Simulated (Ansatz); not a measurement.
# In (Fm-3m) under several functionals

Plane-wave DFT in Ansatz with scalar-relativistic PAW potentials. The same structure was relaxed (cell and atoms, symmetry kept) in separate runs at each level. No spin polarisation.

```csv
level,cutoff (eV),k mesh,V (Å³/atom),a (Å)
PBEsol,420,18×18×18,25.592,4.678
r2SCAN,500,18×18×18,26.319,4.722
PBE,420,18×18×18,27.474,4.790
```

Where does PBE+D3(BJ) (420 eV, k mesh 18×18×18) fall?

V (Å³/atom) 26.073, a (Å) 4.707. Its volume is between those of PBEsol and r2SCAN. The usual order of volumes, PBEsol < PBE, holds here (25.592, 27.474 Å³/atom). As a rule PBEsol, built on the gradient expansion of slowly varying densities, lies between LDA and PBE; PBE's stronger gradient term for exchange weakens bonds. Adding D3 to PBE changes the volume by -5.1 %; the term is attractive, so it pulls cells in. In metals the pairwise form ignores screening by the conduction electrons and often pulls in too far. r2SCAN lies 4.2 % under PBE in volume.